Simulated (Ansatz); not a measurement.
# PbS (Galena) (Fm-3m) in Ansatz: further runs

One crystal, PbS (Galena), is run at these levels: RPBE; tasks: single point, equation of state.

Everything below comes from runs of Ansatz 0.2.0. Logs are shortened: lines on timing, memory, paths and dates and some standing lists are left out, and cuts for length are marked.

## (1) The structure

The structure is cubic, space group Fm-3m (No. 225). Conventional cell: a = 5.931 Å, b = 5.931 Å, c = 5.931 Å, α = 90.00°, β = 90.00°, γ = 90.00°. Pb (site symmetry m-3m) has 6 S at 2.97 Å as nearest neighbours. S (site symmetry m-3m) has 6 Pb at 2.97 Å as nearest neighbours.

## (2) Single point, RPBE, 24.52 Å³/atom (volume scaled by 0.94)

input.yaml

```yaml
crystal:
  lattice:
    - [0.0, 2.9052075019, 2.9052075019]
    - [2.9052075019, 0.0, 2.9052075019]
    - [2.9052075019, 2.9052075019, 0.0]
  atoms:
    - { symbol: Pb, position: [0.0, 0.0, 0.0] }
    - { symbol: S, position: [0.5, 0.5, 0.5] }
hamiltonian:
  xc: rpbe
  pseudopotentials: { kind: paw }
kpoints:
  mp_grid: { grid: [8, 8, 8] }
scf:
  occupations: { method: fermi_dirac, width: 0.05 }
output:
  forces: true
  stress: true
  eigenvalues: true
```

Potentials or basis: Ansatz PAW.

Command:

```
ansatz run input.yaml --threads 2 --pin off --max-ram 5120MiB --backend cpu --events-out ev --progress --plain --runs-dir out
```

Log:

```text
Warning: RAYON_NUM_THREADS=2 ignored (pool sized by the plan → 2); use --threads N
Engine: ansatz 0.2.0, x86_64-unknown-linux-gnu
Pseudopotentials: kind: paw
Pseudopotential: Pb, paw, valence charge 14, recommended cutoff 420 eV (normal), Pb.paw.azcp
Pseudopotential: S, paw, valence charge 6, recommended cutoff 420 eV (normal), S.paw.azcp
Functional definition: RPBE
  parameter kappa = 0.804
  parameter beta = 0.06672455060314922
  exchange = rpbe_x(kappa = kappa, mu = beta*pi^2/3)
  correlation = pbe_c(beta = beta)
Crystal: 2 atoms, lattice volume = 49.041 Å³
Basis set: ecut = 420 eV, 941 PW (Γ), exchange–correlation on 60×60×60 points (8 copies of the dense FFT grid, shifted against one another)
Bands: 14, of which v1, the nominal top of the filled ones, is band 10 counted from 1 (9 counted from 0)
Symmetry: 48 space group operations
Space group: Fm-3m (ITA 225), of the structure as read, at distance tolerance 3.7e-5 Å
k-points: 29 of 512
Non-local potential: Pb, projectors of the file, l = 0: 2, l = 1: 2, l = 2: 2, l = 3: 2
Non-local potential: S, projectors of the file, l = 0: 2, l = 1: 2, l = 2: 2
PAW form: soft (Blöchl's): semilocal exchange-correlation on the pseudo side does not see the compensation charge
PAW frozen core: Pb, regenerated for the run's functional, and the local potential with it (the file was generated under x = pbe(κ = 0.804, μ = 0.2195149727645171), c = pbe(β = 0.06672455060314922))
PAW frozen core: S, regenerated for the run's functional, and the local potential with it (the file was generated under x = pbe(κ = 0.804, μ = 0.2195149727645171), c = pbe(β = 0.06672455060314922))
PAW one-centre angular grid: Pb, 590 points (default); XC on 64 Gauss nodes
PAW one-centre angular grid: S, 110 points (default); XC on 64 Gauss nodes
Initial density: superposition of atomic densities (neutral atoms: chi_scale 0, normalization atom), corrected by the library's trained network
Initial wavefunctions: pseudopotential atomic-orbital guess
Functional: x = rpbe, c = pbe(β = 0.06672455060314922)
SCF iter   1: F=—  HF=-12828.140223 eV  |F-HF|=—  |Δ(HF+E_count)|=         —  Δρ=2.97e-3  dr2=4.70e-3  ethr=1.77e-3  ⟨swp⟩=6.4  Hψ=2452  notcnv=0
preconditioner: auto → none  [insulator: Δε(μ)=0.207 eV  Ē_g=15.764 eV  σ=0.050 eV  W_gap=0.78  n_scr=14 (ndim 8)  ℏωp=23.7 eV  f_vac=0.000  D(μ)=0.06/eV (n_scr^D=0)  ε∞_Penn≈3.3]
SCF iter   2: F=—  HF=-12828.138596 eV  |F-HF|=—  |Δ(HF+E_count)|=   1.63e-3  Δρ=1.31e-3  dr2=1.11e-3  ethr=2.35e-5  ⟨swp⟩=2.1  Hψ=897  notcnv=0
SCF iter   3: F=—  HF=-12828.138531 eV  |F-HF|=—  |Δ(HF+E_count)|=   6.49e-5  Δρ=5.13e-4  dr2=1.68e-4  ethr=5.56e-6  ⟨swp⟩=1.8  Hψ=478  notcnv=0
SCF iter   4: F=—  HF=-12828.138527 eV  |F-HF|=—  |Δ(HF+E_count)|=   3.97e-6  Δρ=4.53e-5  dr2=5.58e-7  ethr=8.42e-7  ⟨swp⟩=2.0  Hψ=504  notcnv=0
SCF iter   5: F=—  HF=-12828.138535 eV  |F-HF|=—  |Δ(HF+E_count)|=   8.74e-6  Δρ=7.44e-6  dr2=3.59e-8  ethr=2.79e-9  ⟨swp⟩=2.0  Hψ=698  notcnv=0
SCF iter   6: F=-12828.138535 eV  HF=-12828.138535 eV  |F-HF|=2.68e-9  |Δ(HF+E_count)|=   6.30e-9  Δρ=2.40e-6  dr2=3.75e-9  ethr=1.79e-10  ⟨swp⟩=3.1  Hψ=1735  notcnv=0
SCF 1 converged in 6 iterations: F = -12828.138535 eV  dr2 = 3.75e-9
SCF converged after 6 iterations
Free energy (F): -12828.138535 eV
Harris-Foulkes:  -12828.138535 eV  (|F-HF|=2.68e-9)
Internal energy: -12828.137952 eV  (E = F + TS)
E sigma→0 (E₀):  -12828.138244 eV
Entropy (-TS):   -0.000583 eV (-0.292 meV/atom)
Fermi energy:    9.768538 eV
--- Per-component energies (eV) ---
  E_band       = -37.514801
  E_kinetic    = 395.790972
  E_local      = -1175.494830  (includes V_loc(G=0)·N_el)
  E_nonlocal   = 378.081890
  E_hartree    = 460.313053
  E_xc         = -320.082453
  E_vxc        = -221.460265  (∫ρ·V_xc dr)
  E_paw        = -11021.894445  (= ΣΔE_a)
  E_vpaw       = -335.061238  (= ΣTr[D̂ρ^β])
  E_aug_tail   = 0.000048  (compensation charges beyond the density's cutoff)
  E_ewald      = -1544.893695
  E_core_change = 0.041508  (= ΣΔE_core)
  E_smearing   = -0.000583  (= −TS)
  E_closure    = 0.000000  (closes the sum)
  Σ components = -12828.138535   (vs F -12828.138535, Δ=0.00e0)
--- Forces (eV/Å), atoms counted from 1 ---
  atom   1  Pb    -0.00000000     0.00000000    -0.00000000
  atom   2  S      0.00000000    -0.00000000    -0.00000000
  max |Σ_I F_I| component: 2.76e-30 eV/Å
--- Stress (GPa, compression-positive) ---
        8.703483       0.000000       0.000000
       -0.000000       8.703483       0.000000
       -0.000000       0.000000       8.703483
  P = ⅓ Tr σ = 8.7035 GPa (87.035 kbar)
--- Band table (eV; the first three rows and the last of 29) ---
  k-point 0: bands = ["-7.4302", "-7.4302", "-7.4302", "-7.4121", "-7.4121", "-4.6003", "3.7091", "7.0688", "7.0688", "7.0688", "15.0354", "15.0354", "15.0354", "16.1490"]
  k-point 1: bands = ["-7.4295", "-7.4271", "-7.4271", "-7.4129", "-7.4129", "-4.4546", "3.1302", "7.1165", "7.1165", "7.5237", "13.6720", "14.1179", "14.1179", "16.2288"]
  k-point 2: bands = ["-7.4367", "-7.4367", "-7.4285", "-7.3974", "-7.3974", "-4.0472", "1.9747", "7.2509", "7.2509", "8.3317", "11.9724", "12.7905", "12.7905", "16.4589"]
  k-point 28: bands = ["-7.5642", "-7.4119", "-7.4103", "-7.4103", "-7.3543", "-2.6302", "1.4206", "4.6726", "4.6726", "8.4131", "11.7837", "14.2949", "14.2949", "17.9027"]
```

It took 0.65 s on 2 threads of INTEL XEON PLATINUM 8581C at 2.10GHz (Emerald Rapids), shared host; peak memory 0.38 GiB.

What came out:

```yaml
Free_energy: -12828.1385 eV
Pressure: 8.7 GPa
Band_gap_on_the_k_mesh: 0.20 eV, direct
```

Caveat: spin-orbit coupling is left out, which as a rule narrows the gap of such compounds by several tenths of an eV; the PAW data sets come from PBE, with cores solved anew for the run's functional, which leaves a small shift of forces and pressure.

## (3) Single point, RPBE, 25.04 Å³/atom (volume scaled by 0.96)

Changes to input.yaml since step 2:

```diff
@@ -2,5 +2,5 @@
   lattice:
-    - [0.0, 2.9052075019, 2.9052075019]
-    - [2.9052075019, 0.0, 2.9052075019]
-    - [2.9052075019, 2.9052075019, 0.0]
+    - [0.0, 2.9256673838, 2.9256673838]
+    - [2.9256673838, 0.0, 2.9256673838]
+    - [2.9256673838, 2.9256673838, 0.0]
   atoms:
@@ -19 +19,5 @@
   eigenvalues: true
+  write_density: true
+  write_potential: true
+  elf: true
+  volumetric_format: npy
```

Potentials or basis: Ansatz PAW.

Command:

```
ansatz run input.yaml --threads 2 --pin off --max-ram 5120MiB --backend cpu --events-out ev --progress --plain --runs-dir out
```

Wall time 0.88 s (2 threads of INTEL XEON PLATINUM 8581C at 2.10GHz (Emerald Rapids), shared host); peak memory 0.38 GiB.

The run converged. Its results:

```yaml
Free_energy: -12828.1898 eV
Pressure: 7.1 GPa
Band_gap_on_the_k_mesh: 0.29 eV, direct
```

Caveat: spin-orbit coupling is left out, which as a rule narrows the gap of such compounds by several tenths of an eV; the PAW data sets come from PBE, with cores solved anew for the run's functional, which leaves a small shift of forces and pressure.

## (4) Single point, RPBE, 25.56 Å³/atom (volume scaled by 0.98)

input.yaml

```yaml
crystal:
  lattice:
    - [0.0, 2.9458450378, 2.9458450378]
    - [2.9458450378, 0.0, 2.9458450378]
    - [2.9458450378, 2.9458450378, 0.0]
  atoms:
    - { symbol: Pb, position: [0.0, 0.0, 0.0] }
    - { symbol: S, position: [0.5, 0.5, 0.5] }
hamiltonian:
  xc: rpbe
  pseudopotentials: { kind: paw }
kpoints:
  mp_grid: { grid: [8, 8, 8] }
scf:
  occupations: { method: fermi_dirac, width: 0.05 }
output:
  forces: true
  stress: true
  eigenvalues: true
```

Command:

```
ansatz run input.yaml --threads 2 --pin off --max-ram 5120MiB --backend cpu --events-out ev --progress --plain --runs-dir out
```

Wall time 0.68 s (2 threads of INTEL XEON PLATINUM 8581C at 2.10GHz (Emerald Rapids), shared host); peak memory 0.38 GiB.

The run converged. Its results:

```
Free energy            : -12828.2308 eV
Pressure               : 5.6 GPa
Band gap on the k mesh : 0.37 eV, direct
```

Caveat: spin-orbit coupling is left out, which as a rule narrows the gap of such compounds by several tenths of an eV; the PAW data sets come from PBE, with cores solved anew for the run's functional, which leaves a small shift of forces and pressure.

## (5) Single point, RPBE, 26.09 Å³/atom

Changes to input.yaml since step 4:

```diff
@@ -2,5 +2,5 @@
   lattice:
-    - [0.0, 2.9458450378, 2.9458450378]
-    - [2.9458450378, 0.0, 2.9458450378]
-    - [2.9458450378, 2.9458450378, 0.0]
+    - [0.0, 2.96575, 2.96575]
+    - [2.96575, 0.0, 2.96575]
+    - [2.96575, 2.96575, 0.0]
   atoms:
```

Command:

```
ansatz run input.yaml --threads 2 --pin off --max-ram 5120MiB --backend cpu --events-out ev --progress --plain --runs-dir out
```

Run time: 0.68 s. Hardware: 2 threads of INTEL XEON PLATINUM 8581C at 2.10GHz (Emerald Rapids), shared host; peak memory 0.38 GiB.

The run converged. Its results:

* Free energy: -12828.2624 eV
* Pressure: 4.2 GPa
* Band gap on the k mesh: 0.45 eV, direct

Caveat: spin-orbit coupling is left out, which as a rule narrows the gap of such compounds by several tenths of an eV; the PAW data sets come from PBE, with cores solved anew for the run's functional, which leaves a small shift of forces and pressure.

## (6) Single point, RPBE, 26.61 Å³/atom (volume scaled by 1.02)

Changes to input.yaml since step 5:

```diff
@@ -2,5 +2,5 @@
   lattice:
-    - [0.0, 2.96575, 2.96575]
-    - [2.96575, 0.0, 2.96575]
-    - [2.96575, 2.96575, 0.0]
+    - [0.0, 2.9853913009, 2.9853913009]
+    - [2.9853913009, 0.0, 2.9853913009]
+    - [2.9853913009, 2.9853913009, 0.0]
   atoms:
```

Potentials or basis: Ansatz PAW.

Command:

```
ansatz run input.yaml --threads 2 --pin off --max-ram 5120MiB --backend cpu --events-out ev --progress --plain --runs-dir out
```

Wall time 0.65 s (2 threads of INTEL XEON PLATINUM 8581C at 2.10GHz (Emerald Rapids), shared host); peak memory 0.38 GiB.

The run converged. Its results:

| Property | Result |
| --- | --- |
| Free energy | -12828.2857 eV |
| Pressure | 3.0 GPa |
| Band gap on the k mesh | 0.53 eV, direct |

Caveat: spin-orbit coupling is left out, which as a rule narrows the gap of such compounds by several tenths of an eV; the PAW data sets come from PBE, with cores solved anew for the run's functional, which leaves a small shift of forces and pressure.

## (7) Single point, RPBE, 27.13 Å³/atom (volume scaled by 1.04)

Changes to input.yaml since step 6:

```diff
@@ -2,5 +2,5 @@
   lattice:
-    - [0.0, 2.9853913009, 2.9853913009]
-    - [2.9853913009, 0.0, 2.9853913009]
-    - [2.9853913009, 2.9853913009, 0.0]
+    - [0.0, 3.0047775019, 3.0047775019]
+    - [3.0047775019, 0.0, 3.0047775019]
+    - [3.0047775019, 3.0047775019, 0.0]
   atoms:
```

Command:

```
ansatz run input.yaml --threads 2 --pin off --max-ram 5120MiB --backend cpu --events-out ev --progress --plain --runs-dir out
```

It took 0.68 s on 2 threads of INTEL XEON PLATINUM 8581C at 2.10GHz (Emerald Rapids), shared host; peak memory 0.38 GiB.

Results (log left out):

* Free energy: -12828.3013 eV
* Pressure: 1.9 GPa
* Band gap on the k mesh: 0.59 eV, direct

Caveat: spin-orbit coupling is left out, which as a rule narrows the gap of such compounds by several tenths of an eV; the PAW data sets come from PBE, with cores solved anew for the run's functional, which leaves a small shift of forces and pressure.

## (8) Single point, RPBE, 27.65 Å³/atom (volume scaled by 1.06)

Changes to input.yaml since step 7:

```diff
@@ -2,5 +2,5 @@
   lattice:
-    - [0.0, 3.0047775019, 3.0047775019]
-    - [3.0047775019, 0.0, 3.0047775019]
-    - [3.0047775019, 3.0047775019, 0.0]
+    - [0.0, 3.0239167281, 3.0239167281]
+    - [3.0239167281, 0.0, 3.0239167281]
+    - [3.0239167281, 3.0239167281, 0.0]
   atoms:
```

Command:

```
ansatz run input.yaml --threads 2 --pin off --max-ram 5120MiB --backend cpu --events-out ev --progress --plain --runs-dir out
```

Run time: 0.65 s. Hardware: 2 threads of INTEL XEON PLATINUM 8581C at 2.10GHz (Emerald Rapids), shared host; peak memory 0.38 GiB.

Results (log left out):

| Item | Value |
| --- | --- |
| Free energy | -12828.3100 eV |
| Pressure | 0.8 GPa |
| Band gap on the k mesh | 0.66 eV, direct |

Caveat: spin-orbit coupling is left out, which as a rule narrows the gap of such compounds by several tenths of an eV; the PAW data sets come from PBE, with cores solved anew for the run's functional, which leaves a small shift of forces and pressure.

## (9) Equation of state, RPBE

Potentials or basis: Ansatz PAW.

This step only gathers the single runs of the series.

Results:

| Quantity | Value |
| --- | --- |
| Equilibrium volume | 28.13 Å³/atom (rough: see the caveat) |
| Bulk modulus | 48 GPa (rough) |

Energy against volume, from the lowest point:
```
volume (Å³/atom)  energy (meV/atom)
          24.521              85.74
          25.042              60.13
          25.564              39.63
          26.086              23.80
          26.607              12.17
          27.129               4.36
          27.651               0.00
```

Caveat: the potentials were made for another functional, which shifts forces and pressure; the minimum lies outside the volumes run. Spin-orbit coupling is left out, which matters for the levels of Pb.
